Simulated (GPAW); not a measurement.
TiSe: equation of state with PBEsol

TiSe:

```
CELL_PARAMETERS angstrom
4.17836 0.00000 0.00000
0.00000 4.17836 0.00000
0.00000 0.00000 5.98442
ATOMIC_POSITIONS crystal
Se 0.00000 0.50000 0.76056
Se 0.50000 0.00000 0.23944
Ti 0.00000 0.00000 0.00000
Ti 0.50000 0.50000 0.00000
```

The cell comes from a database or a generator and needn't be the stable form of this composition.

```yaml
Program: GPAW 26.7.0
Task: equation of state
Functional: PBEsol
Potentials_or_basis: PAW data sets generated in the run's folder for this functional
Cutoff: 600 eV
Basis: pw
k_mesh: 7 × 7 × 5
Occupations: fermi-dirac, width 0.05 eV
Spin: no spin polarisation
```

```json
{
 "Equilibrium volume": "25.16 Å³/atom",
 "Bulk modulus at fixed shape and positions": "75 GPa",
 "Pressure derivative of the bulk modulus": "4.4"
}
```

Energy against volume, from the lowest point:
```
volume (Å³/atom)  energy (meV/atom)
          24.553               3.46
          25.075               0.00
          25.598               1.70
          26.120               8.01
          26.642              18.43
          27.165              32.56
          27.687              49.99
```

Wall time 3.3 min on 1 thread of AMD EPYC 9R45 96-Core Processor (Zen 5), with other jobs on the host, peak memory 0.52 GiB.

Caveat: the cell was scaled at fixed shape and fractional positions, which overstates the stiffness of a crystal with free parameters, most of all of layers and chains; this functional lacks dispersion, which binds the layers, so the pressure and a relaxed spacing across them are unreliable.
